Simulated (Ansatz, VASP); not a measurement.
# Si: VASP beside Ansatz

One calculation is typed for both programs; each brings its own data sets and cutoff. How far apart do they land? Other levels of theory on this material are compared in a session of their own.

Method: plane waves, with VASP 6.6.1 beside it; single point at PBEsol, in Ansatz 0.2.0.

**1. Starting point**

It takes space group Fd-3m (No. 227, cubic). Conventional cell: a = 5.431 Å, b = 5.431 Å, c = 5.431 Å, α = 90.00°, β = 90.00°, γ = 90.00°. Si has 4 Si at 2.35 Å nearest.

**2. Ansatz: single point, PBEsol**

Ansatz runs on its default PAW (the set named soft_2) files.

A single point gives forces, pressure and levels at one fixed geometry, so differences don't come from the geometry; what else differs is listed under the comparison.

input.yaml reads:

```yaml
crystal:
  lattice:
    - [0.0, 2.71548, 2.71548]
    - [2.71548, 0.0, 2.71548]
    - [2.71548, 2.71548, 0.0]
  atoms:
    - { symbol: Si, position: [0.5, 0.5, 0.5] }
    - { symbol: Si, position: [0.75, 0.75, 0.75] }
hamiltonian:
  xc: pbesol
  pseudopotentials: { kind: paw }
kpoints:
  mp_grid: { grid: [8, 8, 8] }
scf:
  occupations: { method: gaussian, width: 0.05 }
  n_extra_bands: 4
output:
  forces: true
  stress: true
  eigenvalues: true
  write_density: true
  write_potential: true
  elf: true
  volumetric_format: npy
```

The run is started by

```console
$ ansatz run input.yaml --threads 2 --pin off --max-ram 4608MiB --backend cpu --events-out ev --progress --plain --runs-dir out
```

Numbers of over 12 decimals in the logs are rounded to 6 here.

What it wrote:

```text
scf.n_extra_bands = 4 over 4 filled bands (N_el = 8.0): the run solves 8 bands
Engine: ansatz 0.2.0, aarch64-unknown-linux-gnu
Pseudopotentials: kind: paw
Pseudopotential: Si, paw, valence charge 4, recommended cutoff 420 eV (normal), Si.paw.azcp
Functional definition: PBEsol
  exchange = pbesol_x
  correlation = pbesol_c
Crystal: 2 atoms, lattice volume = 40.047 Å³
Basis set: ecut = 420 eV, 749 PW (Γ), exchange–correlation on 54×54×54 points (8 copies of the dense FFT grid, shifted against one another)
Bands: 8, of which v1, the nominal top of the filled ones, is band 4 counted from 1 (3 counted from 0)
Symmetry: 48 space group operations
Space group: Fd-3m (ITA 227), of the structure as read, at distance tolerance 3.4e-5 Å
k-points: 29 of 512
Non-local potential: Si, projectors of the file, l = 0: 2, l = 1: 2, l = 2: 2
PAW form: soft (Blöchl's): semilocal exchange-correlation on the pseudo side does not see the compensation charge
PAW frozen core: Si, regenerated for the run's functional, and the local potential with it (the file was generated under x = pbe(κ = 0.804, μ = 0.219515), c = pbe(β = 0.066725))
PAW one-centre angular grid: Si, 110 points (default); XC on 64 Gauss nodes
Initial density: superposition of atomic densities (neutral atoms: chi_scale 0, normalization atom), corrected by the library's trained network
Initial wavefunctions: pseudopotential atomic-orbital guess
Functional: x = pbesol(κ = 0.804, μ = 0.123457), c = pbesol(β = 0.046)
SCF iter   1: F=—  HF=-1242.981183 eV  |F-HF|=—  |Δ(HF+E_count)|=         —  Δρ=2.80e-3  dr2=3.50e-3  ethr=1.77e-3  ⟨swp⟩=5.9  Hψ=2032  notcnv=0
preconditioner: auto → none  [insulator: Δε(μ)=0.487 eV  Ē_g=9.426 eV  σ=0.050 eV  W_gap=1.00  n_scr=8 (ndim 8)  ℏωp=16.6 eV  f_vac=0.000  D(μ)=0.00/eV (n_scr^D=0)  ε∞_Penn≈4.1]
SCF iter   2: F=—  HF=-1242.980834 eV  |F-HF|=—  |Δ(HF+E_count)|=   3.49e-4  Δρ=1.06e-3  dr2=4.19e-4  ethr=4.37e-5  ⟨swp⟩=2.2  Hψ=544  notcnv=0
SCF iter   3: F=—  HF=-1242.980818 eV  |F-HF|=—  |Δ(HF+E_count)|=   1.53e-5  Δρ=1.75e-4  dr2=7.44e-6  ethr=5.24e-6  ⟨swp⟩=2.0  Hψ=346  notcnv=0
SCF iter   4: F=—  HF=-1242.980816 eV  |F-HF|=—  |Δ(HF+E_count)|=   2.29e-6  Δρ=1.61e-5  dr2=7.92e-8  ethr=9.30e-8  ⟨swp⟩=2.0  Hψ=325  notcnv=0
iter 5 did not close the SCF: its close was put off for the readings that it lacked (scf_convergence_deferred on its scf_iter line)
SCF iter   5: F=-1242.980816 eV  HF=-1242.980816 eV  |F-HF|=4.98e-10  |Δ(HF+E_count)|=   1.24e-8  Δρ=4.36e-6  dr2=4.23e-9  ethr=9.90e-10  ⟨swp⟩=2.0  Hψ=328  notcnv=0
SCF iter   6: F=-1242.980816 eV  HF=-1242.980816 eV  |F-HF|=2.11e-11  |Δ(HF+E_count)|=  8.74e-10  Δρ=4.76e-7  dr2=6.09e-11  ethr=5.29e-11  ⟨swp⟩=4.9  Hψ=1104  notcnv=0
SCF 1 converged in 6 iterations: F = -1242.980816 eV  dr2 = 6.09e-11
  greatest PAW one-centre occupation: 0.637 electrons in one spin orbital (limit 2), on the Si atom at site 1 (counted from 0), in its partial waves of l = 0
SCF converged after 6 iterations
Free energy (F): -1242.980816 eV
Harris-Foulkes:  -1242.980816 eV  (|F-HF|=2.11e-11)
Internal energy: -1242.980816 eV  (E = F + TS)
E sigma→0 (E₀):  -1242.980816 eV
Fermi energy:    6.434040 eV
--- Per-component energies (eV) ---
  E_band       = 8.776735
  E_kinetic    = 80.592632
  E_local      = -54.629595  (includes V_loc(G=0)·N_el)
  E_nonlocal   = 52.120843
  E_hartree    = 14.644730
  E_xc         = -109.351045
  E_vxc        = -93.652429  (∫ρ·V_xc dr)
  E_paw        = -997.900642  (= ΣΔE_a)
  E_vpaw       = -4.944225  (= ΣTr[D̂ρ^β])
  E_aug_tail   = 0.000012  (compensation charges beyond the density's cutoff)
  E_ewald      = -228.520872
  E_core_change = 0.063121  (= ΣΔE_core)
  E_smearing   = -0.000000  (= −TS)
  E_closure    = -0.000000  (closes the sum)
  Σ components = -1242.980816   (vs F -1242.980816, Δ=0.00e0)
--- Forces (eV/Å), atoms counted from 1 ---
  atom   1  Si    -0.00000000     0.00000000    -0.00000000
  atom   2  Si    -0.00000000     0.00000000     0.00000000
  max |Σ_I F_I| component: 7.40e-17 eV/Å
--- Stress (GPa, compression-positive) ---
        0.148581       0.000000      -0.000000
        0.000000       0.148581       0.000000
       -0.000000      -0.000000       0.148581
  P = ⅓ Tr σ = 0.1486 GPa (1.486 kbar)
--- Band table (eV; the first three rows and the last of 29) ---
  k-point 0: bands = ["-5.8055", "6.1819", "6.1819", "6.1819", "8.7011", "8.7011", "8.7011", "9.4909"]
  k-point 1: bands = ["-5.6006", "4.5691", "5.8897", "5.8897", "8.6257", "9.1285", "9.1285", "10.8399"]
  k-point 2: bands = ["-5.0027", "2.2309", "5.4171", "5.4171", "8.1402", "9.6417", "9.6417", "13.0200"]
  k-point 28: bands = ["-1.4772", "-1.4772", "2.2783", "2.2783", "10.3569", "10.3569", "11.1252", "11.1252"]
```

The job ended after 0.67 s (2 threads of Arm Neoverse V1, shared host; peak memory 0.27 GiB).

The run ends at a pressure of 0.15 GPa.

**3. VASP: single point, PBEsol**

The same cell, functional, mesh and smearing now go to VASP, with its own data sets and cutoff.

Lines of VASP's logs that name or quote its potential files are left out, and so is its time.

INCAR reads:

```
SYSTEM = Si
PREC = Accurate
ENCUT = 400
EDIFF = 1E-05
NELM = 100
ISMEAR = 0
SIGMA = 0.05
LREAL = .FALSE.
ALGO = Normal
GGA = PS
NBANDS = 10
LORBIT = 11
LWAVE = .FALSE.
LCHARG = .FALSE.
KPAR = 4
```

POSCAR reads:

```
Si
1.0
    0.0000000000      2.7154800000      2.7154800000
    2.7154800000      0.0000000000      2.7154800000
    2.7154800000      2.7154800000      0.0000000000
Si
2
Direct
    0.5000000000      0.5000000000      0.5000000000
    0.7500000000      0.7500000000      0.7500000000
```

KPOINTS reads:

```
Automatic mesh
0
Gamma
8 8 8
0 0 0
```

The projector-augmented-wave data sets are Si (PBE family, release 64).

The run is started by

```console
$ mpirun -np 4 vasp_std
```

What it wrote:

```text
[banner, memory and clock lines left out]
running    4 mpi-ranks, on    1 nodes
 distrk:  each k-point on    1 cores,    4 groups
 distr:  one band on    1 cores,    1 groups

 POSCAR found type information on POSCAR Si
 POSCAR found :  1 types and       2 ions
|                                                                             |
|               ----> ADVICE to this user running VASP <----                  |
|                                                                             |
|     You enforced a specific xc type in the INCAR file but a different       |
|     [... a line on the potential file left out ...]
|     I HOPE YOU KNOW WHAT YOU ARE DOING!                                     |
|                                                                             |

 LDA part: xc-table for (Slater+PW92), standard interpolation
 POSCAR, INCAR and KPOINTS ok, starting setup
 FFT: planning ... GRIDC
 FFT: planning ... GRID_SOFT
 FFT: planning ... GRID
 WAVECAR not read
 entering main loop
       N       E                     dE             d eps       ncg     rms          rms(c)
DAV:   1     0.478599344911E+01    0.47860E+01   -0.28179E+03   580   0.519E+02
DAV:   2    -0.112812552253E+02   -0.16067E+02   -0.15287E+02   812   0.797E+01
DAV:   3    -0.117106824063E+02   -0.42943E+00   -0.42857E+00   734   0.121E+01
DAV:   4    -0.117133479505E+02   -0.26655E-02   -0.26653E-02   744   0.115E+00
DAV:   5    -0.117133662889E+02   -0.18338E-04   -0.18338E-04   696   0.824E-02    0.497E+00
DAV:   6    -0.115589190874E+02    0.15445E+00   -0.88262E-02   638   0.127E+00    0.297E+00
DAV:   7    -0.114886178136E+02    0.70301E-01   -0.15572E-01   658   0.177E+00    0.185E-01
DAV:   8    -0.114891520238E+02   -0.53421E-03   -0.52391E-03   638   0.439E-01    0.781E-02
DAV:   9    -0.114892092143E+02   -0.57190E-04   -0.91120E-05   788   0.664E-02    0.547E-02
DAV:  10    -0.114892197491E+02   -0.10535E-04   -0.10879E-05   620   0.193E-02    0.814E-03
DAV:  11    -0.114892194843E+02    0.26478E-06   -0.45636E-07   318   0.372E-03
   1 F= -.11489219E+02 E0= -.11489219E+02  d E =-.107703E-10
```

OUTCAR, selected parts (step 3):

```text
ion  position               nearest neighbor table
   1  0.500  0.500  0.500-   2 2.35   2 2.35   2 2.35   2 2.35
   2  0.750  0.750  0.750-   1 2.35   1 2.35   1 2.35   1 2.35

  LATTYP: Found a face centered cubic cell.
 ALAT       =     5.4309600000

 Subroutine GETGRP returns: Found 48 space group operations
 (whereof 24 operations were pure point group operations)

The static configuration has the point symmetry T_d .
 The point group associated with its full space group is O_h .

 Found     29 irreducible k-points:

   k-points           NKPTS =     29   k-points in BZ     NKDIM =     29   number of bands    NBANDS=     10

   dimension x,y,z NGX =    28 NGY =   28 NGZ =   28
   dimension x,y,z NGXF=    56 NGYF=   56 NGZF=   56

   ENCUT  =  400.0 eV  29.40 Ry    5.42 a.u.   6.26  6.26  6.26*2*pi/ulx,y,z

   NELECT =       8.0000    total number of electrons

 k-points in reciprocal lattice and weights: Automatic mesh
   0.00000000  0.00000000  0.00000000       0.002
   0.12500000  0.00000000  0.00000000       0.016
   0.25000000  0.00000000  0.00000000       0.016
   0.37500000  0.00000000  0.00000000       0.016
   0.50000000  0.00000000  0.00000000       0.008
   0.12500000  0.12500000  0.00000000       0.012
   0.25000000  0.12500000  0.00000000       0.047
   0.37500000  0.12500000  0.00000000       0.047
   0.50000000  0.12500000  0.00000000       0.047
[...]
-0.37500000  0.50000000  0.12500000       0.023
  -0.25000000  0.50000000  0.25000000       0.012

 average (electrostatic) potential at core
       1 -83.0357       2 -83.0357

 E-fermi :   5.9937

 k-point     1 :       0.0000    0.0000    0.0000
  band No.  band energies     occupation
      1      -6.1997      2.00000
      2       5.7903      2.00000
      3       5.7903      2.00000
      4       5.7903      2.00000
      5       8.3070      0.00000
      6       8.3070      0.00000
      7       8.3070      0.00000
      8       9.1126      0.00000
      9      13.4797      0.00000
    ...

 k-point     2 :       0.1250    0.0000    0.0000
  band No.  band energies     occupation
      1      -5.9948      2.00000
      2       4.1773      2.00000
      3       5.4977      2.00000
      4       5.4977      2.00000
      5       8.2353      0.00000
      6       8.7351      0.00000
      7       8.7351      0.00000
      8      10.4583      0.00000
      9      12.9748      0.00000
    ...

 k-point     3 :       0.2500    0.0000    0.0000
  band No.  band energies     occupation
      1      -5.3965      2.00000
      2       1.8379      2.00000
      3       5.0248      2.00000
      4       5.0248      2.00000
      5       7.7507      0.00000
      6       9.2481      0.00000
      7       9.2481      0.00000
      8      12.6369      0.00000
      9      12.9218      0.00000
    ...

  Total        0.0630996      0.0630996      0.0630996     -0.0000000      0.0000000     -0.0000000
  in kB        2.5244535      2.5244535      2.5244535     -0.0000000      0.0000000     -0.0000000
  external PRESSURE =       2.5244535 kB  Pullay stress =       0.0000000 kB

  energy-cutoff  :      400.00
  volume of cell :       40.05
      direct lattice vectors                 reciprocal lattice vectors
     0.000000000  2.715480000  2.715480000    -0.184129509  0.184129509  0.184129509
     2.715480000  0.000000000  2.715480000     0.184129509 -0.184129509  0.184129509
     2.715480000  2.715480000  0.000000000     0.184129509  0.184129509 -0.184129509

 POSITION                                       TOTAL-FORCE (eV/Angst)
 -----------------------------------------------------------------------------------
      2.71548      2.71548      2.71548        -0.000000     -0.000000     -0.000000
      4.07322      4.07322      4.07322         0.000000      0.000000      0.000000
 -----------------------------------------------------------------------------------
    total drift:                                0.000000      0.000000     -0.000000

  FREE ENERGIE OF THE ION-ELECTRON SYSTEM (eV)
  ---------------------------------------------------
  free  energy   TOTEN  =       -11.4892194843 eV

  energy  without entropy=      -11.4892194843  energy(sigma->0) =      -11.48921948

 total charge
# of ion       s       p       d       tot
------------------------------------------
    1        0.752   0.939   0.000   1.691
    2        0.752   0.939   0.000   1.691
--------------------------------------------------
tot          1.504   1.878   0.000   3.382

[... 3 further parts left out ...]
```

The run ends at a pressure of 0.25 GPa.

**4. Differences**

Known differences besides the potentials themselves: the cutoff is 420 eV in Ansatz and 400 eV in VASP; Ansatz makes its cores anew for this functional, VASP keeps those of its PBE data sets; VASP leaves aspherical gradient terms in its spheres out (LASPH is not set), Ansatz keeps them. Total energies have different zeros and are not compared.

The two programs side by side:

```
              quantity  Ansatz   VASP  difference
        pressure (GPa)    0.15   0.25       -0.10
gap on the k mesh (eV)   0.508  0.503      +0.005
```

A gap on the mesh is an upper bound, since the band edges may lie between its points. Ansatz's pressure holds a Pulay correction of 0.03 GPa; VASP's holds none.

**5. What came out**

```
difference in gap on the k mesh (single point, PBEsol) : 0.0045 eV
```

**Reading.** The difference in gap on the k mesh is 0.0045 eV (single point, PBEsol), within the 0.08 eV picked in this series as the mark of a large difference. 3 further runs of this series are not shown here. Such differences can come from data sets, numerical settings and the points named under the comparisons, not from the functional's error against experiment.

[Lines on the potential files, build, host, timing and source positions are cut from VASP's logs without a mark.]

[Logs are printed without paths, hosts, clocks, repeated set-up lines and the standing remarks that a program may print on its own settings, such as how far it seeks lower states.]

[Hosts, paths, dates, database ids (printed as entryN), source tags and the programs' standing remarks are cut or masked in the printed files.]
